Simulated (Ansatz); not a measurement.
# HfB: what a set of calculations says

Plane-wave DFT in Ansatz with scalar-relativistic PAW potentials. The crystal relaxes under PBE to Fm-3m with a = 4.834 Å, 14.12 Å³/atom. No spin polarisation.

```cif
data_structure
_symmetry_space_group_name_H-M 'Fm-3m'
_symmetry_Int_Tables_number 225
_cell_length_a 4.8338
_cell_length_b 4.8338
_cell_length_c 4.8338
_cell_angle_alpha 90.000
_cell_angle_beta 90.000
_cell_angle_gamma 90.000
_cell_volume 112.94
loop_
_atom_site_label
_atom_site_type_symbol
_atom_site_symmetry_multiplicity
_atom_site_Wyckoff_symbol
_atom_site_fract_x
_atom_site_fract_y
_atom_site_fract_z
_atom_site_occupancy
Hf1 Hf 4 b 0.50000 0.00000 0.00000 1
B1 B 4 a 0.00000 0.00000 0.00000 1
```

Each line comes from a run of its own, at the level named and at that level's relaxed cell.

- Compression. PBE: B0 = 170 GPa, B' = 3.8.
- Elasticity. PBE: B = 168, G = 87, E = 223 GPa, ν = 0.28 (Hill).
- Under pressure. PBE: at 60 GPa the volume is 79.5 % of its rest value, relaxed within the start's symmetry (group found there: Fm-3m).

All values are for 0 K without zero-point motion.

Spin–orbit coupling is left out, which can shift energies with elements as heavy as these.